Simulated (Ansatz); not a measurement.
# P: the cost of one run

Program: Ansatz 0.2.0. Level of theory: DFT PBE, scalar-relativistic, plane waves, PAW, unless a step names another level. These are calculated values, not measurements.

**1. The structure to begin with**

Symmetry: P6_3/mmc, No. 194, hexagonal system. Conventional cell: a = 3.281 Å, b = 3.281 Å, c = 37.692 Å, α = 90.00°, β = 90.00°, γ = 120.00°. Around P (site symmetry 3m) lie 3 P at 2.26 Å.

As a file:

```xyz
12
Lattice="3.2811 0.0000 0.0000 -1.6405 2.8415 0.0000 0.0000 0.0000 37.6919" Properties=species:S:1:pos:R:3 pbc="T T T"
P     0.0000    0.0000    6.8890
P     0.0000    0.0000   25.7349
P     0.0000    0.0000   11.9569
P     0.0000    0.0000   30.8029
P     0.0000    1.8943   19.4666
P     1.6405    0.9472    0.6207
P     0.0000    1.8943   37.0712
P     1.6405    0.9472   18.2253
P     0.0000    1.8943   24.4936
P     1.6405    0.9472    5.6477
P     0.0000    1.8943   32.0442
P     1.6405    0.9472   13.1983
```

It is the end of an earlier relaxation with the same method, from a generated guess; it is a trial structure. At a tolerance of 0.02 Å it has space group P6_3/mmc (No. 194); it has 29.28 Å³/atom, an uncorrected energy of +0.01 eV/atom over the standard state and, on its mesh, gap 1.68 eV.

**2. Seeking the band edges over the whole zone**

File input.yaml:

```yaml
crystal:
  lattice:
    - [3.2810653235, 0.0, 0.0]
    - [-1.6405326617, 2.8414859217, 0.0]
    - [0.0, 0.0, 37.6918935586]
  atoms:
    - { symbol: P, position: [0.0, 0.0, 0.1827713239] }
    - { symbol: P, position: [0.0, 0.0, 0.6827713239] }
    - { symbol: P, position: [0.0, 0.0, 0.3172286761] }
    - { symbol: P, position: [0.0, 0.0, 0.8172286761] }
    - { symbol: P, position: [0.3333333333, 0.6666666667, 0.5164666709] }
    - { symbol: P, position: [0.6666666667, 0.3333333333, 0.0164666709] }
    - { symbol: P, position: [0.3333333333, 0.6666666667, 0.9835333291] }
    - { symbol: P, position: [0.6666666667, 0.3333333333, 0.4835333291] }
    - { symbol: P, position: [0.3333333333, 0.6666666667, 0.649838108] }
    - { symbol: P, position: [0.6666666667, 0.3333333333, 0.149838108] }
    - { symbol: P, position: [0.3333333333, 0.6666666667, 0.850161892] }
    - { symbol: P, position: [0.6666666667, 0.3333333333, 0.350161892] }
basis:
  ecutwfc: 420
kpoints:
  mp_grid: { grid: [12, 12, 1] }
  band_path: { path: [VBM, CBM], npoints: 2 }
hamiltonian:
  xc: pbe
scf:
  occupations: { method: gaussian, width: 0.02 }
output:
  forces: false
  stress: false
  eigenvalues: true
checkpoint:
  read: start.run
  write: ck
  compress: false
  write_wavefunctions: false
  write_every: 100000
```

Started as:

```sh
> ansatz run input.yaml --threads 1 --pin off --max-ram 2560MiB --backend cpu --events-out ev --progress --plain --runs-dir out
```

What time and memory should one allow on 1 thread of Arm Neoverse V1, shared host?

About 92 s, with a peak of 0.54 GiB.
